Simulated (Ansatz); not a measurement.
Mg under changes of volume

One of the cells (23.237 Å³/atom); the others are scaled copies at fixed shape and fractional positions:

```
Mg
1.0
     3.20930    0.00000    0.00000
    -1.60465    2.77934    0.00000
     0.00000    0.00000    5.21030
Mg
2
Direct
  0.66667 0.33333 0.75000
  0.33333 0.66667 0.25000
```

| Quantity | Value |
| --- | --- |
| Program | Ansatz 0.2.0 |
| Functional | PBEsol |
| Dispersion | D3(BJ) |
| Potentials or basis | Ansatz PAW |
| Cutoff | 420 eV (not typed: the program's choice for these potentials) |
| k mesh | 10 × 10 × 5 |
| Occupations | fermi-dirac, width 0.05 eV |
| Spin | no spin polarisation |

```tsv
volume (Å³/atom)	energy over the lowest point (meV/atom)	pressure (GPa)
21.843	0.00	-0.9
22.308	3.70	-1.6
22.772	9.47	-2.3
23.237	17.09	-2.9
23.702	26.37	-3.5
24.167	37.12	-3.9
24.631	?	?
```

Task: What does the run at 24.631 Å³/atom give?

Result: Energy over the lowest point 49.20 meV/atom; pressure -4.4 GPa.

Worked out: A Birch-Murnaghan fit of order 3 (a polynomial in V^(-2/3)) to the other rows has its minimum at 21.36 Å³/atom, just outside them, with B0 = V·E''(V) = 41 GPa and B' = 4.3 at fixed shape and positions, which overstates the stiffness. It gives 49.16 meV/atom at 24.631 Å³/atom, against the run's 49.20, and -dE/dV = -4.4 GPa, against -4.4.

Energies are extrapolated to zero smearing.

Caveats: pairwise dispersion overbinds metals, which lowers pressure and volume; the PAW data sets come from PBE, with cores solved anew for the run's functional, which leaves a small shift of forces and pressure.
